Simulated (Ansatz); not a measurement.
## HgSe: pressure against volume scale

Results calculated with Ansatz 0.2.0, not measured. Periodic Kohn-Sham DFT of a crystal at fixed atoms, scaled to volume_scale times the given cell; pressure positive in compression, energy less spherical unpolarised free atoms, largest_vzz the field gradient of largest size among the nuclei.

The cell before it is scaled or strained (space group F-43m, No. 216):
```
HgSe
1.0
      0.0000     3.0963     3.0963
      3.0963     0.0000     3.0963
      3.0963     3.0963     0.0000
Hg Se
1 1
Direct
  0.00000 0.00000 0.00000
  0.25000 0.25000 0.25000
```

Settings of every row: method frozen-core PAW; functional PBEsol; relativity scalar; k mesh 10x10x10; filling fermi-dirac; smearing width 0.05 eV; wave cutoff 420 eV; paw set soft_2.

Atom start moment: 0 on all atoms.

Limits: PAW files made with PBE; no spin-orbit coupling on heavy atoms; the cell comes from a prototype or a list of computed structures and needn't be the stable phase.

```
row  volume scale  V (Å³/atom)  pressure (GPa)
  1          0.95         28.2           1.213
  2         0.975       28.942          -0.191
  3             1       29.685               ?
  4         1.025       30.427           -2.42
  5          1.05       31.169          -3.298
```

Question: what pressure should row 3 give?

Worked fit of pressure. Take u = (V_r/V)^(2/3) − 1 with V_r = 29.684 Å³ an atom, which is twice the finite (Eulerian) strain; such expansions in the strain, on which the Birch-Murnaghan equation of state is built, carry the rest volume and the bulk modulus. The shown rows have u = 0.03478, 0.01702, -0.01635, -0.03202. Least squares give pressure = −1.3922 + 66.843 × u + 230.56 × u² GPa; a straight line predicts inner rows, each left out in turn, worse (root mean square 0.15 against 0.0084 GPa). The rows lie off it by 0.002, -0.003, 0.003, -0.002. The pressure vanishes at u = 0.0195, or V = 28.84 Å³ an atom, and there the bulk modulus at fixed shape and fractions is B = −V dP/dV = (2/3)(1 + u) dP/du = 51.5 GPa. The withheld row has u = -2e-05, so the fit gives −1.3922 + 66.843 × (-2e-05) + 230.56 × (-2e-05)² = -1.394 GPa.

The calculation gave -1.393 GPa. The fit lies 0.001 GPa (0.022 % of the column's range) below it, one unit of the last digit.
